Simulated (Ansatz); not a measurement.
**Calculated quadrupolar parameters for P at a changed volume**

The cell is an entry of the Crystallography Open Database (COD), relaxed with PBE at fixed cell and then changed (volume scaled by 0.98, ions relaxed).

Space group P-1 (No. 2); a = 5.4661, b = 10.8111, c = 10.9498 Å, α = 94.68°, β = 99.83°, γ = 100.55°.

| site | Wyckoff | site symmetry | x | y | z |
| --- | --- | --- | --- | --- | --- |
| P1 | 2i | 1 | 0.0820 | 0.9917 | 0.6751 |
| P3 | 2i | 1 | 0.5830 | 0.1787 | 0.5427 |
| P5 | 2i | 1 | 0.1731 | 0.0512 | 0.1913 |
| P7 | 2i | 1 | 0.7736 | 0.3792 | 0.5565 |
| P9 | 2i | 1 | 0.6921 | 0.3005 | 0.0234 |
| P11 | 2i | 1 | 0.2390 | 0.0141 | 0.8769 |
| P13 | 2i | 1 | 0.5057 | 0.3205 | 0.6806 |
| P15 | 2i | 1 | 0.3635 | 0.3216 | 0.4799 |
| P17 | 2i | 1 | 0.0815 | 0.3650 | 0.1313 |
| P19 | 2i | 1 | 0.0086 | 0.1469 | 0.7995 |
| P21 | 2i | 1 | 0.8039 | 0.4895 | 0.1329 |
| P23 | 2i | 1 | 0.7616 | 0.3173 | 0.2293 |

One atom of each set is listed.

Computed with Ansatz: DFT, PBE, plane waves and PAW, scalar-relativistic, 420 eV cutoff, Γ-centred 6×3×3 k-points, Fermi–Dirac smearing 0.02 eV.

C_Q = eQV_zz/h, which is 24.18 MHz for Q = 1 b and V_zz = 10²¹ V/m²; η = (V_xx − V_yy)/V_zz.

Question: Which values are expected at the nuclei?

Answer: 

```tsv
site	atoms	first shell	V_xx, V_yy, V_zz (10²¹ V/m²)	η	C_Q (MHz)
P1	2	3 P at 2.21 Å	-0.20, -0.23, 0.44	0.07	–
P3	2	3 P at 2.21 Å	-0.13, -0.26, 0.39	0.31	–
P5	2	3 P at 2.21 Å	-0.078, -0.35, 0.43	0.63	–
P7	2	3 P at 2.21 Å	-0.055, -0.37, 0.42	0.74	–
P9	2	3 P at 2.21 Å	-0.037, -0.28, 0.31	0.76	–
P11	2	3 P at 2.21 Å	-0.054, -0.32, 0.37	0.71	–
P13	2	3 P at 2.20–2.21 Å	-0.075, -0.32, 0.39	0.62	–
P15	2	3 P at 2.20–2.21 Å	-0.089, -0.20, 0.29	0.39	–
P17	2	3 P at 2.21 Å	-0.005, -0.28, 0.28	0.96	–
P19	2	3 P at 2.21 Å	-0.050, -0.38, 0.43	0.77	–
P21	2	3 P at 2.21 Å	-0.12, -0.29, 0.41	0.43	–
P23	2	3 P at 2.21 Å	-0.082, -0.33, 0.42	0.61	–
```

The structure holds P–P bonds (2.21 Å). At P1, P5, P7, P11, P15 and P21 and others V_zz stands upright on the plane through its three neighbours (within 12°) in each case.

P has no stable isotope with a ground-state quadrupole moment in the table, so no C_Q is given.

Where η is near 1 the sign of V_zz means little.

The relaxation (6 steps) took 1.9 min of wall time (7 min of CPU time) and 2.3 GiB at its peak, on 4 threads of Intel Xeon 6975P-C (Granite Rapids) (x86_64; 16 cores open to the job, memory cap 8.0 GiB, no GPU), a shared host with a load of 0.4 a core.
